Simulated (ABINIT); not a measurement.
Crystal: WS2.

```xyz
3
Lattice="1.5790 0.9116 6.1633 -1.5790 0.9116 6.1633 0.0000 -1.8233 6.1633" Properties=species:S:1:pos:R:3 pbc="T T T"
W     0.0000    0.0000    0.0000
S     0.0000    0.0000   10.7427
S     0.0000    0.0000   13.8730
```

Measurements of this composition are mostly on another form, of space group No. 194.

```yaml
Program: ABINIT 10.8.3 (patched build)
Task: single point
Functional: PBE
Potentials_or_basis: JTH PAW PBE v2.0
Cutoff: 544 eV
k_mesh: 10 × 10 × 10
Occupations: fermi-dirac, width 0.05 eV
Spin: no spin polarisation
```

On this cell: pressure 4.6 GPa; largest force 0.612 eV/Å; band gap on the k mesh 1.07 eV, indirect (least direct gap 2.24 eV).

The same run follows on a disturbed copy (atoms moved at random, drawn with an rms of 0.05 Å):

```
W S
1.0
     1.57900    0.91164    6.16333
    -1.57900    0.91164    6.16333
     0.00000   -1.82327    6.16333
W S
1 2
Cartesian
  -0.0377 -0.0171 0.0389
  0.0067 0.0202 10.7222
  0.0119 -0.0494 13.9186
```

**Question.** What does the disturbed cell give?

**Answer.** The energy moves by +22.6 meV/atom; pressure 1.6 GPa; largest force 1.692 eV/Å; band gap on the k mesh 0.98 eV, indirect (least direct gap 2.06 eV).

Forces in eV/Å, atoms in the order of the input:
```
W    0.972 -0.013 -1.386
S   -0.388 -0.333  1.059
S   -0.584  0.346  0.327
```

Stress tensor (GPa, compression positive):
```
 2.70 -0.93 -0.79
-0.93  2.44  3.08
-0.79  3.08 -0.47
```

Caveats: spin-orbit coupling is left out, which moves the levels of the heavy elements.

A k mesh can miss the band edges.
